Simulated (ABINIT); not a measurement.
# TePb (Fm-3m) in ABINIT: settings compared

One crystal, TePb, is run at these levels: LDA, WC, BP86; tasks: band structure, equation of state.

Everything below comes from runs of ABINIT 10.8.3 (patched build). Logs are shortened: lines on timing, memory, paths and dates and some standing lists are left out, and cuts for length are marked. The log counts tension as positive stress, the text compression.

**Experimental background.**

From a printed reference work, monograph, for a bulk crystal of TePb at 4.2 K: band gap 0.19 eV (direct).

The results are compared with them further down.

**1. The structure**

The structure is cubic, space group Fm-3m (No. 225). Conventional cell: a = 6.462 Å, b = 6.462 Å, c = 6.462 Å, α = 90.00°, β = 90.00°, γ = 90.00°. Pb (site symmetry m-3m) has 6 Te at 3.23 Å as nearest neighbours. Around Te (site symmetry m-3m) lie 6 Pb at 3.23 Å.

**2. Band structure, LDA, spin-orbit coupling, no magnetisation**

File run.abi:

```
ndtset 2

pp_dirpath "./"
pseudos "Pb.LDA_PW-JTH_sp.xml, Te.LDA_PW-JTH.xml"

acell 3*1.0
rprim
     0.0000000000     6.1057051087     6.1057051087
     6.1057051087     0.0000000000     6.1057051087
     6.1057051087     6.1057051087     0.0000000000
ntypat 2
znucl 82 52
natom 2
typat 1 2
xred
     0.0000000000     0.0000000000     0.0000000000
     0.5000000000     0.5000000000     0.5000000000

ecut 15.0
pawecutdg 30.0

ixc 7

occopt 3
tsmear 0.05 eV

nspinor 2
nspden 1
pawspnorb 1

nstep 100

iomode 3
prtwf 0
prteig 0
prtebands 0
enunit 1
prtden1 1

kptopt1 4
ngkpt1 7 7 7
nshiftk1 1
shiftk1 0.0 0.0 0.0
nband1 18
tolvrs1 1.0e-9

iscf2 -2
getden2 1
nband2 26
nbdbuf2 2
tolwfr2 1.0e-12
kptopt2 -9
ndivsm2 5
prteig2 1
kptbounds2
     0.0000000000     0.0000000000     0.0000000000
     0.5000000000     0.0000000000     0.5000000000
     0.5000000000     0.2500000000     0.7500000000
     0.3750000000     0.3750000000     0.7500000000
     0.0000000000     0.0000000000     0.0000000000
     0.5000000000     0.5000000000     0.5000000000
     0.6250000000     0.2500000000     0.6250000000
     0.5000000000     0.2500000000     0.7500000000
     0.5000000000     0.5000000000     0.5000000000
     0.3750000000     0.3750000000     0.7500000000
```

Potentials or basis: JTH PAW LDA v2.0 sp.

The run is started by

```bash
> abinit run.abi > log 2>&1
```

run.abo:

```text
.Version 10.8.3 of ABINIT
 DATASET    1 : space group F4 3 2 (#209); Bravais cF (face-center cubic)
================================================================================
 Values of the parameters that define the memory need for DATASET  1.
     intxc =       0    ionmov =       0      iscf =      17    lmnmax =      13
     lnmax =       5     mgfft =      32  mpssoang =       3    mqgrid =    3001
     natom =       2  nloc_mem =       2    nspden =       1   nspinor =       2
    nsppol =       1      nsym =      24    n1xccc =       1    ntypat =       2
    occopt =       3   xclevel =       1
       mpw =        1279          nfft =       32768          nkpt =          21
 PAW method is used; the additional fine FFT grid is defined by:
   mgfftf=        45    nfftf =     91125
================================================================================
================================================================================

 DATASET    2 : space group F4 3 2 (#209); Bravais cF (face-center cubic)
================================================================================
 Values of the parameters that define the memory need for DATASET  2.
     intxc =       0    ionmov =       0      iscf =      -2    lmnmax =      13
     lnmax =       5     mgfft =      32  mpssoang =       3    mqgrid =    3001
     natom =       2  nloc_mem =       2    nspden =       1   nspinor =       2
    nsppol =       1      nsym =      24    n1xccc =       1    ntypat =       2
    occopt =       3   xclevel =       1
       mpw =        1295          nfft =       32768          nkpt =          87
 PAW method is used; the additional fine FFT grid is defined by:
   mgfftf=        45    nfftf =     91125
================================================================================
================================================================================

--------------------------------------------------------------------------------
------------- Echo of variables that govern the present computation ------------
--------------------------------------------------------------------------------
 -outvars: echo values of preprocessed input variables --------
            acell      1.0000000000E+00  1.0000000000E+00  1.0000000000E+00 Bohr
              amu      2.07200000E+02  1.27600000E+02
             ecut      1.50000000E+01 Hartree
           enunit           1
           getden1          0
           getden2          1
             iscf1         17
             iscf2         -2
                       outvar_i_n : Printing only first  50 k-points.
              ixc           7
           jdtset        1    2
                       outvar_i_n : Printing only first  50 k-points.
           kptopt1          4
           kptopt2         -9
         kptrlatt        7    0    0      0    7    0      0    0    7
          kptrlen1     6.04433968E+01
          kptrlen2     3.00000000E+01
            natom           2
            nband1         18
            nband2         26
           nbdbuf1          0
           nbdbuf2          2
           ndtset           2
           ndivsm1          0
           ndivsm2          5
            ngfft          32      32      32
          ngfftdg          45      45      45
             nkpt1         21
             nkpt2         87
          nspinor           2
            nstep         100
             nsym          24
           ntypat           2
           occopt           3
        pawcpxocc           2
        pawecutdg      3.00000000E+01 Hartree
        pawspnorb           1
        prtebands           0
           prteig1          0
           prteig2          1
            prtwf           0
            rprim      0.0000000000E+00  6.1057051087E+00  6.1057051087E+00
                       6.1057051087E+00  0.0000000000E+00  6.1057051087E+00
                       6.1057051087E+00  6.1057051087E+00  0.0000000000E+00
           shiftk1     0.00000000E+00  0.00000000E+00  0.00000000E+00
[... 251 lines left out ...]
 Fine grid specifications (used for densities):

 getcut: wavevector=  0.0000  0.0000  0.0000  ngfft=  45  45  45
         ecut(hartree)=     30.000   => boxcut(ratio)=   2.06669
--------------------------------------------------------------------------------

================================================================================
 Non-SCF case, kpt    1 (  0.00000  0.00000  0.00000), residuals and eigenvalues=
  7.42E-13  9.52E-13  3.75E-13  5.94E-13  5.18E-13  7.84E-13  3.95E-13  8.19E-13
  6.96E-13  9.06E-13  5.94E-13  7.54E-13  6.60E-13  5.45E-13  7.46E-13  8.17E-13
  4.16E-13  4.89E-13  6.64E-13  9.33E-13  1.32E-13  8.23E-13  3.24E-13  7.27E-13
  1.85E-07  2.89E-05
 -6.0083E-01 -6.0083E-01 -3.6564E-01 -3.6564E-01 -2.3359E-01 -2.3359E-01
 -1.9282E-01 -1.9282E-01 -1.9282E-01 -1.9282E-01 -5.9435E-02 -5.9435E-02
  1.7874E-02  1.7874E-02  1.7874E-02  1.7874E-02  4.5080E-02  4.5080E-02
  4.5080E-02  4.5080E-02  6.1203E-02  6.1203E-02  1.1720E-01  1.1720E-01
  1.1720E-01  1.1763E-01
 Non-SCF case, kpt    2 (  0.03571  0.00000  0.03571), residuals and eigenvalues=
[... 845 lines left out ...]
 -2.4721E-01 -2.4721E-01 -2.2234E-01 -2.2234E-01 -5.4707E-02 -5.4707E-02
 -1.6053E-02 -1.6053E-02  3.5718E-02  3.5718E-02  5.5533E-02  5.5533E-02
  1.2320E-01  1.2320E-01  1.4579E-01  1.4579E-01  1.8173E-01  1.8173E-01
  1.9852E-01  1.9852E-01
 Non-SCF case, kpt   87 (  0.37500  0.37500  0.75000), residuals and eigenvalues=
  2.34E-13  3.77E-13  4.33E-13  5.69E-13  4.67E-13  8.44E-13  4.68E-13  6.85E-13
  4.99E-13  5.63E-13  1.78E-13  3.43E-13  4.49E-13  6.11E-13  1.82E-13  9.17E-13
  5.55E-13  4.53E-13  1.62E-13  7.27E-13  2.69E-13  7.69E-13  4.83E-13  4.33E-13
  3.75E-13  6.81E-13
 -5.3996E-01 -5.3996E-01 -4.4982E-01 -4.4982E-01 -3.1083E-01 -3.1083E-01
 -2.5201E-01 -2.5201E-01 -2.2723E-01 -2.2723E-01 -4.5591E-02 -4.5591E-02
 -7.5002E-03 -7.5002E-03  2.8541E-02  2.8541E-02  6.1521E-02  6.1521E-02
  1.2572E-01  1.2572E-01  1.4769E-01  1.4769E-01  1.8646E-01  1.8646E-01
  2.0338E-01  2.0338E-01

--- !ResultsGS
iteration_state: {dtset: 2, }
comment   : Summary of ground state results
lattice_vectors:
- [  0.0000000,   6.1057051,   6.1057051, ]
- [  6.1057051,   0.0000000,   6.1057051, ]
- [  6.1057051,   6.1057051,   0.0000000, ]
lattice_lengths: [   8.63477,    8.63477,    8.63477, ]
lattice_angles: [ 60.000,  60.000,  60.000, ] # degrees, (23, 13, 12)
lattice_volume:   4.5523691E+02
convergence: {deltae:  0.000E+00, res2:  0.000E+00, residm:  9.996E-13, diffor:  0.000E+00, }
etotal    :  -1.22480717E+01
entropy   :   0.00000000E+00
fermie    :  -1.54438058E-01
cartesian_stress_tensor: null
pressure_GPa: null
xred      :
- [  0.0000E+00,   0.0000E+00,   0.0000E+00, Pb]
- [  5.0000E-01,   5.0000E-01,   5.0000E-01, Te]
cartesian_forces: null
force_length_stats: {min: null, max: null, mean: null, }
...

 Integrated electronic density in atomic spheres:
 ------------------------------------------------
 Atom  Sphere_radius  Integrated_density
    1        2.91365          2.61518686
    2        2.31107          3.12949212

================================================================================

 ----iterations are completed or convergence reached----

 Mean square residual over all n,k,spin=   57.699E-14; max=  99.963E-14
 reduced coordinates (array xred) for    2 atoms
       0.000000000000      0.000000000000      0.000000000000
       0.500000000000      0.500000000000      0.500000000000

 cartesian coordinates (angstrom) at end:
    1      0.00000000000000     0.00000000000000     0.00000000000000
    2      3.23099999782612     3.23099999782612     3.23099999782612
 length scales=  1.000000000000  1.000000000000  1.000000000000 bohr
              =  0.529177210544  0.529177210544  0.529177210544 angstroms
 Eigenvalues (   eV  ) for nkpt=  87  k points:
 kpt#   1, nband= 26, wtk=  1.00000, kpt=  0.0000  0.0000  0.0000 (reduced coord)
 -16.34953  -16.34953   -9.94958   -9.94958   -6.35630   -6.35630   -5.24688   -5.24688
  -5.24688   -5.24688   -1.61731   -1.61731    0.48637    0.48637    0.48637    0.48637
   1.22668    1.22668    1.22668    1.22668    1.66542    1.66542    3.18915    3.18915
   3.18922    3.20083
 kpt#   2, nband= 26, wtk=  1.00000, kpt=  0.0357  0.0000  0.0357 (reduced coord)
 -16.33507  -16.33507   -9.99892   -9.99892   -6.34360   -6.34360   -5.27184   -5.27184
  -5.20080   -5.20080   -1.68049   -1.68049    0.27968    0.27968    0.46876    0.46876
   1.19256    1.19256    1.28570    1.28570    1.70177    1.70177    3.16241    3.16241
   3.23430    3.23430
 kpt#   3, nband= 26, wtk=  1.00000, kpt=  0.0714  0.0000  0.0714 (reduced coord)
 -16.29192  -16.29192  -10.13443  -10.13443   -6.33135   -6.33135   -5.34412   -5.34412
  -5.05344   -5.05344   -1.89505   -1.89505   -0.11093   -0.11093    0.43964    0.43964
   1.03784    1.03784    1.45457    1.45457    1.87441    1.87441    3.16716    3.16716
   3.28764    3.28764
 kpt#   4, nband= 26, wtk=  1.00000, kpt=  0.1071  0.0000  0.1071 (reduced coord)
 -16.22081  -16.22081  -10.32743  -10.32743   -6.36065   -6.36065   -5.45657   -5.45657
[... 404 lines left out ...]
 -14.72968  -14.72968  -12.42399  -12.42399   -8.08513   -8.08513   -6.57043   -6.57043
  -5.88875   -5.88875   -1.78050   -1.78050   -0.75003   -0.75003    0.93602    0.93602
   1.49330    1.49330    3.28534    3.28534    3.91030    3.91030    4.85885    4.85885
   5.35725    5.35725
 kpt#  86, nband= 26, wtk=  1.00000, kpt=  0.3889  0.3889  0.7222 (reduced coord)
 -14.70082  -14.70082  -12.33008  -12.33008   -8.32296   -8.32296   -6.72680   -6.72680
  -6.05006   -6.05006   -1.48866   -1.48866   -0.43681   -0.43681    0.97195    0.97195
   1.51112    1.51112    3.35240    3.35240    3.96702    3.96702    4.94518    4.94518
   5.40193    5.40193
 kpt#  87, nband= 26, wtk=  1.00000, kpt=  0.3750  0.3750  0.7500 (reduced coord)
 -14.69294  -14.69294  -12.24011  -12.24011   -8.45803   -8.45803   -6.85767   -6.85767
  -6.18330   -6.18330   -1.24058   -1.24058   -0.20409   -0.20409    0.77665    0.77665
   1.67407    1.67407    3.42090    3.42090    4.01880    4.01880    5.07372    5.07372
   5.53431    5.53431

== END DATASET(S) ==============================================================
================================================================================

 -outvars: echo values of variables after computation  --------
            acell      1.0000000000E+00  1.0000000000E+00  1.0000000000E+00 Bohr
           etotal1    -1.2248071650E+01
            fcart1    -0.0000000000E+00 -0.0000000000E+00 -0.0000000000E+00
                      -0.0000000000E+00 -0.0000000000E+00 -0.0000000000E+00
            rprim      0.0000000000E+00  6.1057051087E+00  6.1057051087E+00
                       6.1057051087E+00  0.0000000000E+00  6.1057051087E+00
                       6.1057051087E+00  6.1057051087E+00  0.0000000000E+00
           strten1     6.1369223162E-05  6.1369223162E-05  6.1369223162E-05
                       0.0000000000E+00  0.0000000000E+00  0.0000000000E+00
           xangst      0.0000000000E+00  0.0000000000E+00  0.0000000000E+00
                       3.2309999978E+00  3.2309999978E+00  3.2309999978E+00
             xred      0.0000000000E+00  0.0000000000E+00  0.0000000000E+00
                       5.0000000000E-01  5.0000000000E-01  5.0000000000E-01
 Calculation completed.
```

Wall time 2.7 min (1 thread of Arm Neoverse V1, shared host); peak memory 0.17 GiB.

What came out:

- Free energy: -333.2870 eV
- Pressure: -1.8 GPa
- Band gap along the path: 0.10 eV, direct
- Valence electrons inside the program's atomic spheres: Pb 2.62; Te 3.13

Levels at the corners of the path, in eV from the Fermi level:
```
point  band 7  band 8  band 9  band 10  band 11  band 12  band 13  band 14
    Γ   -1.04   -1.04   -1.04    -1.04     2.59     2.59     4.69     4.69
    X   -3.25   -3.25   -2.56    -2.56     3.18     3.18     4.47     4.47
    W   -3.90   -3.90   -0.44    -0.44     1.39     1.39     5.07     5.07
    K   -2.66   -2.66   -1.98    -1.98     2.96     2.96     4.00     4.00
    Γ   -1.04   -1.04   -1.04    -1.04     2.59     2.59     4.69     4.69
    L   -0.72   -0.72   -0.10    -0.10     0.00     0.00     1.15     1.15
    U   -2.66   -2.66   -1.98    -1.98     2.96     2.96     4.00     4.00
    W   -3.90   -3.90   -0.44    -0.44     1.39     1.39     5.07     5.07
    L   -0.72   -0.72   -0.10    -0.10     0.00     0.00     1.15     1.15
    K   -2.66   -2.66   -1.98    -1.98     2.96     2.96     4.00     4.00
```

Caveat: this odd mesh misses L, where the gap lies, so gap, dielectric constants and Born charges aren't listed; this set keeps more shells in the core, which shifts pressures and gaps.

**3. Equation of state, WC**

File run.abi:

```
ndtset 7
getwfk -1
scalecart1 3*0.9795861087
scalecart2 3*0.9864848297
scalecart3 3*0.9932883884
scalecart4 3*1.0000000000
scalecart5 3*1.0066227096
scalecart6 3*1.0131594038
scalecart7 3*1.0196128224

pp_dirpath "./"
pseudos "Pb.GGA_PBE-JTH.xml, Te.GGA_PBE-JTH.xml"

acell 3*1.0
rprim
     0.0000000000     6.1057051087     6.1057051087
     6.1057051087     0.0000000000     6.1057051087
     6.1057051087     6.1057051087     0.0000000000
ntypat 2
znucl 82 52
natom 2
typat 1 2
xred
     0.0000000000     0.0000000000     0.0000000000
     0.5000000000     0.5000000000     0.5000000000

ecut 17.0
pawecutdg 34.0

kptopt 1
ngkpt 7 7 7
nshiftk 1
shiftk 0.0 0.0 0.0

ixc 23

nband 14
occopt 3
tsmear 0.00183747

nstep 100
tolvrs 1.0e-9

iomode 3
prtwf 1
prtden 0
prteig 0
prtebands 0
enunit 2
```

Potentials or basis: JTH PAW PBE v2.0.

The run is started by

```bash
> abinit run.abi > log 2>&1
```

It took 1.7 min on 1 thread of Arm Neoverse V1, shared host; peak memory 0.15 GiB.

Results (log left out):

```
Equilibrium volume                      : 33.47 Å³/atom
Bulk modulus                            : 45 GPa
Pressure derivative of the bulk modulus : 3.9 (rough: it moves with the points fitted)
```

Energy against volume, from the lowest point:
| volume (Å³/atom) | energy (meV/atom) |
| --- | --- |
| 31.706 | 14.19 |
| 32.380 | 4.94 |
| 33.055 | 0.50 |
| 33.730 | 0.00 |
| 34.404 | 3.17 |
| 35.079 | 9.73 |
| 35.753 | 19.44 |

Caveat: the cutoff is too short for stress, so the log's stress isn't used; pressures at fixed basis lie under the slope of the energies; this odd mesh misses L, where the gap lies, so gap, dielectric constants and Born charges aren't listed; the PAW data sets were made with another functional, which shifts forces and pressure a little. The run has no spin-orbit coupling, so splittings on Pb, Te are missing.

**4. Band structure, BP86**

File run.abi:

```
# Datasets: ground state, then fixed potential
ndtset 2

# Pseudopotentials
pp_dirpath "./"
pseudos "Pb.GGA_PBE-JTH_sp.xml, Te.GGA_PBE-JTH.xml"

# Structure
acell 3*1.0
rprim
     0.0000000000     6.1057051087     6.1057051087
     6.1057051087     0.0000000000     6.1057051087
     6.1057051087     6.1057051087     0.0000000000
ntypat 2
znucl 82 52
natom 2
typat 1 2
xred
     0.0000000000     0.0000000000     0.0000000000
     0.5000000000     0.5000000000     0.5000000000

# Plane-wave basis
ecut 15.0
pawecutdg 30.0

# Exchange and correlation
ixc -106132

# Bands and occupations
occopt 3
tsmear 0.00183747

# SCF cycle
nstep 100

# Output
iomode 3
prtwf 0
prteig 0
prtebands 0
prtden1 1

# Dataset 1
kptopt1 1
ngkpt1 7 7 7
nshiftk1 1
shiftk1 0.0 0.0 0.0
nband1 9
tolvrs1 1.0e-9

# Dataset 2: bands along G-X-W-K-G-L-U-W-L-K
iscf2 -2
getden2 1
nband2 13
nbdbuf2 2
tolwfr2 1.0e-12
kptopt2 -9
ndivsm2 5
prteig2 1
kptbounds2
     0.0000000000     0.0000000000     0.0000000000
     0.5000000000     0.0000000000     0.5000000000
     0.5000000000     0.2500000000     0.7500000000
     0.3750000000     0.3750000000     0.7500000000
     0.0000000000     0.0000000000     0.0000000000
     0.5000000000     0.5000000000     0.5000000000
     0.6250000000     0.2500000000     0.6250000000
     0.5000000000     0.2500000000     0.7500000000
     0.5000000000     0.5000000000     0.5000000000
     0.3750000000     0.3750000000     0.7500000000
```

Potentials or basis: JTH PAW PBE v2.0 sp.

The run is started by

```bash
> abinit run.abi > log 2>&1
```

Run time: 39 s. Hardware: 1 thread of Arm Neoverse V1, shared host; peak memory 0.12 GiB.

The run converged. Its results:

```
Free energy                                           : -329.0082 eV
Pressure                                              : 2.5 GPa
Band gap along the path                               : 0.75 eV, direct
Valence electrons inside the program's atomic spheres : Pb 2.57; Te 3.14
```

Levels at the corners of the path, in eV from the Fermi level:
| point | band 3 | band 4 | band 5 | band 6 | band 7 | band 8 |
| --- | --- | --- | --- | --- | --- | --- |
| Γ | -1.73 | -1.73 | -1.73 | 3.71 | 3.71 | 3.71 |
| X | -4.89 | -3.19 | -3.19 | 2.97 | 5.08 | 5.08 |
| W | -4.18 | -4.18 | -0.78 | 1.23 | 4.90 | 4.90 |
| K | -4.51 | -2.71 | -2.50 | 3.19 | 3.34 | 4.79 |
| Γ | -1.73 | -1.73 | -1.73 | 3.71 | 3.71 | 3.71 |
| L | -1.31 | -1.31 | -0.42 | 0.34 | 0.82 | 0.82 |
| U | -4.51 | -2.71 | -2.50 | 3.19 | 3.34 | 4.79 |
| W | -4.18 | -4.18 | -0.78 | 1.23 | 4.90 | 4.90 |
| L | -1.31 | -1.31 | -0.42 | 0.34 | 0.82 | 0.82 |
| K | -4.51 | -2.71 | -2.50 | 3.19 | 3.34 | 4.79 |

Caveat: this odd mesh misses L, where the gap lies, so gap, dielectric constants and Born charges aren't listed; the PAW data sets were made with another functional, which shifts forces and pressure a little; spin-orbit coupling is left out, which moves the levels of the heavy elements; this set keeps more shells in the core, which shifts pressures and gaps.

**5. The runs side by side**

```tsv
task	level	potentials or basis	spin	cutoff (eV)	fine-grid cutoff	pressure (GPa)
band structure	LDA	JTH PAW LDA v2.0 sp	SOC, no magnetisation	408	816.342 eV	-1.8
equation of state	WC	JTH PAW PBE v2.0	off	463	925.187 eV	-
band structure	BP86	JTH PAW PBE v2.0 sp	off	408	816.342 eV	2.5
```

Alike in all rows: cell as given; k mesh 7 × 7 × 7; smearing fermi-dirac 0.05 eV.

Caveats: this set keeps more shells in the core, which shifts pressures and gaps (some runs); the PAW data sets were made with another functional, which shifts forces and pressure a little (some runs); pressures at fixed basis lie under the slope of the energies (some runs); spin-orbit coupling is left out, which moves the levels of the heavy elements (some runs).

Absolute energies hang on the potentials; compare differences alone.

**6. How close it comes**

Step 2. Against the measured gap of TePb, 0.19 eV (direct; 4.2 K; a printed reference work, monograph), the calculated 0.10 eV is off by -0.09 eV. The value is that of LDA, without temperature or zero-point motion. Semilocal functionals fall short of measured gaps as a rule.

Step 4. Measured gap of TePb: 0.19 eV (direct; 4.2 K; a printed reference work, monograph). This calculation gives 0.75 eV (+0.56 eV). Spin-orbit coupling on Pb, Te is left out. The value is that of BP86, without temperature or zero-point motion.
